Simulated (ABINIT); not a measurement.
Set up this calculation in ABINIT 10.8.3 (patched build), as the native input.

- Task: equation of state
- Functional: PBE
- Potentials or basis: JTH PAW PBE v2.0
- Cutoff: 626 eV
- k mesh: 6 × 6 × 8
- Occupations: fermi-dirac, width 0.05 eV
- Spin: no spin polarisation
- Fine-grid cutoff: 1224.51 eV

Crystal: SnO2 (Cassiterite).

```
CELL_PARAMETERS angstrom
4.73800 0.00000 0.00000
0.00000 4.73800 0.00000
0.00000 0.00000 3.18650
ATOMIC_POSITIONS crystal
Sn 0.50000 0.50000 0.50000
Sn 0.00000 0.00000 0.00000
O 0.80710 0.19290 0.50000
O 0.69290 0.69290 0.00000
O 0.19290 0.80710 0.50000
O 0.30710 0.30710 0.00000
```

One way to write it, as run:

run.abi

```
# Datasets: one volume each
ndtset 7
scalecart1 3*0.9795861087
scalecart2 3*0.9864848297
scalecart3 3*0.9932883884
scalecart4 3*1.0000000000
scalecart5 3*1.0066227096
scalecart6 3*1.0131594038
scalecart7 3*1.0196128224

# Pseudopotentials
pp_dirpath "./"
pseudos "Sn.GGA_PBE-JTH.xml, O.GGA_PBE-JTH.xml"

# Structure
acell 3*1.0 Angstrom
rprim
     4.7380000000     0.0000000000     0.0000000000
     0.0000000000     4.7380000000     0.0000000000
     0.0000000000     0.0000000000     3.1865000000
ntypat 2
znucl 50 8
natom 6
typat 1 1 2 2 2 2
xred
     0.5000000000     0.5000000000     0.5000000000
     0.0000000000     0.0000000000     0.0000000000
     0.8071000000     0.1929000000     0.5000000000
     0.6929000000     0.6929000000     0.0000000000
     0.1929000000     0.8071000000     0.5000000000
     0.3071000000     0.3071000000     0.0000000000

# Plane-wave basis
ecut 23.0
pawecutdg 45.0
pawxcdev 0
pawovlp 30

# k points
kptopt 1
ngkpt 6 6 8
nshiftk 1
shiftk 0.0 0.0 0.0

# Exchange and correlation
ixc 11

# Bands and occupations
nband 32
occopt 3
tsmear 0.00183747

# SCF cycle
nstep 100
tolvrs 1.0e-9

# Output
iomode 3
prtwf 0
prtden 0
prteig 0
prtebands 0
enunit 1
```

Potentials or basis: JTH PAW PBE v2.0.

Launch:

```bash
$ mpirun --bind-to none -np 4 abinit run.abi > log 2>&1
```

Results of the run:

- Equilibrium volume: 12.53 Å³/atom
- Bulk modulus at fixed shape and positions: 185 GPa
- Pressure derivative of the bulk modulus: 4.4

Caveat: pressures at fixed basis lie under the slope of the energies; the cell was scaled at fixed shape and fractional positions, which overstates the stiffness of a crystal with free parameters, most of all of layers and chains; the atomic spheres overlap.

Wall time 4.7 min on 4 MPI ranks on Intel(R) Xeon(R) Platinum 8488C (Sapphire Rapids), on a shared host, peak memory 0.64 GiB a rank.
